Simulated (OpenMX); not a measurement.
## Mg under changes of volume

One of the cells (23.702 Å³/atom); the others are scaled copies at fixed shape and fractional positions:

```xyz
2
Lattice="3.2306 0.0000 0.0000 -1.6153 2.7977 0.0000 0.0000 0.0000 5.2448" Properties=species:S:1:pos:R:3 pbc="T T T"
Mg    1.6153    0.9326    3.9336
Mg    0.0000    1.8652    1.3112
```

- Program: OpenMX 3.8.5
- Functional: PBE
- Potentials or basis: OpenMX 2013 PBE set, Mg7.0-s3p2d1, fixed grid of 27 × 27 × 50 points
- k mesh: 11 × 11 × 5
- Occupations: fermi-dirac, width 0.05 eV
- Spin: no spin polarisation

```csv
volume (Å³/atom),energy over the lowest point (meV/atom),largest force (eV/Å)
21.843,12.82,0.012
22.308,5.49,0.011
22.772,1.15,0.009
23.702,0.00,0.007
24.167,?,?
24.631,7.42,0.005
```

**Question.** What does the run at 24.167 Å³/atom give?

**Answer.** Energy over the lowest point 2.80 meV/atom; largest force 0.006 eV/Å.

Worked out: A Birch-Murnaghan fit of order 3 (a polynomial in V^(-2/3)) to the other rows has its minimum at 23.34 Å³/atom with B0 = V·E''(V) = 40 GPa and B' = 4.3 at fixed shape and positions, which overstates the stiffness. It gives 2.76 meV/atom at 24.167 Å³/atom, against the run's 2.80.

Energies are extrapolated to zero smearing.

Caveats: the real-space grid is coarse for these elements, which adds noise of up to some 20 meV/atom to energies and shifts forces, pressures and volumes; the basis of atomic orbitals isn't converged, which shifts pressures, moduli and gaps.
